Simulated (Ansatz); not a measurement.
**BeSe: elastic constants**

The task, for BeSe: find the equilibrium cell, relax to small forces and stress and get the elastic tensor.

Computed with Ansatz 0.2.0 (DFT r2SCAN, scalar-relativistic, plane waves, PAW, unless a step's input says otherwise).

### Step 1. The starting structure

Symmetry: F-43m, No. 216, cubic system. Conventional cell: a = 5.070 Å, b = 5.070 Å, c = 5.070 Å, α = 90.00°, β = 90.00°, γ = 90.00°. Be (site symmetry -43m) is surrounded by 4 Se at 2.20 Å. Se (site symmetry -43m) is surrounded by 4 Be at 2.20 Å.

Coordinates:

```cif
data_structure
_symmetry_space_group_name_H-M 'P 1'
_symmetry_Int_Tables_number 1
_cell_length_a 3.5850
_cell_length_b 3.5850
_cell_length_c 3.5850
_cell_angle_alpha 60.000
_cell_angle_beta 60.000
_cell_angle_gamma 60.000
_cell_volume 32.58
loop_
_atom_site_label
_atom_site_type_symbol
_atom_site_fract_x
_atom_site_fract_y
_atom_site_fract_z
_atom_site_occupancy
Be1 Be 0.00000 0.00000 0.00000 1
Se1 Se 0.25000 0.25000 0.25000 1
```

Source of the structure: the Crystallography Open Database.

(A quick probe on a coarse mesh, which set the mesh and smearing, is not shown.)

### Step 3. The relaxation

input.yaml reads:

```yaml
crystal:
  lattice:
    - [0.0, 2.535, 2.535]
    - [2.535, 0.0, 2.535]
    - [2.535, 2.535, 0.0]
  atoms:
    - { symbol: Be, position: [0.0, 0.0, 0.0] }
    - { symbol: Se, position: [0.25, 0.25, 0.25] }
basis:
  ecutwfc: 500
kpoints:
  mp_grid: { grid: [8, 8, 8] }
hamiltonian:
  xc: r2scan
scf:
  occupations: { method: gaussian, width: 0.02 }
output:
  forces: true
  stress: true
  eigenvalues: true
  write_density: true
  write_potential: true
  elf: true
  volumetric_format: npy
relax:
  adjacent_minimum: "off"
  f_tol: 0.005
  max_steps: 80
  cell: { stress_tol: 0.05 }
```

Launch:

```bash
> ansatz run input.yaml --threads 1 --pin off --max-ram 2560MiB --backend cpu --events-out ev --progress --plain --runs-dir out
```

Further runs follow: tight relaxation for the response runs; strained cells: the elastic tensor.

Q: Predict the outcome of this session. Wanted: relaxed cell; volume; formation energy; C11, C12, C44; B, G, E; Poisson ratio; Debye temperature; largest piezoelectric component e, in size.

As calculated:

| quantity | value |
| --- | --- |
| relaxed cell (conventional) | a = 5.162 Å, b = 5.162 Å, c = 5.162 Å, α = 90.00°, β = 90.00°, γ = 90.00° |
| space group (0.01 Å) | F-43m (No. 216) |
| volume | 17.19 Å³/atom |
| formation energy (elements from runs with the same settings, not shown) | -0.94 eV/atom |
| C11, C12, C44 (relaxed-ion) | 135, 52, 71 GPa |
| B, G, E (Hill) (relaxed-ion) | 80, 57, 138 GPa |
| Poisson ratio (relaxed-ion) | 0.21 |
| Debye temperature | 467 K |
| largest piezoelectric component e, in size (relaxed-ion) | 0.27 C/m² |

In words: Relaxation raised the volume by 5.5 %. It is stable against strain: the least eigenvalue of C is 71 GPa. By Pugh's rule of thumb B/G = 1.40 (under 1.75) points to a brittle solid; Young's modulus ranges from about 106 to 164 GPa with direction. Lacking a centre of inversion, it is piezoelectric, with |d| up to 3.8 pC/N.
